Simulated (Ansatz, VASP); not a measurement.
## Ru in VASP and in Ansatz

```
CELL_PARAMETERS angstrom
2.72003 0.00000 0.00000
-1.36001 2.35561 0.00000
0.00000 0.00000 20.44515
ATOMIC_POSITIONS crystal
Ru 0.66667 0.33333 0.34238
Ru 0.33333 0.66667 0.44746
Ru 0.66667 0.33333 0.55216
Ru 0.33333 0.66667 0.65374
```

Alike in both runs: functional PBE; k mesh 12 × 12 × 1; occupations gaussian, width 0.1 eV; no spin polarisation.

Ansatz relaxed the structure, and its values are those at the end. VASP's run is a single point on that final structure, the one shown.

|  | VASP | Ansatz |
| --- | --- | --- |
| version | VASP 6.6.1 | Ansatz 0.2.0 |
| potentials or method | VASP PAW PBE potentials, release 64 (Ru_pv) | scalar-relativistic, plane waves, PAW |
| plane-wave cutoff (eV) | 520 | 420 |
| valence electrons in the cell | 56 | 64 |

|  | VASP | Ansatz | Ansatz less VASP |
| --- | --- | --- | --- |
| gap on the k mesh at the Fermi level (eV) | none | none | - |
| rms of the force components (eV/Å) | 0.255 | 0.255 | -0.0001 |
| work function, face that differs most (eV) | 4.87 | 5.04 | +0.163 |

A gap of «none» marks a metal or a gap that the smearing closes. The functional is the same, so the differences come from potentials, cutoffs and numerics. The two sets of potentials don't hold the same shells in valence.
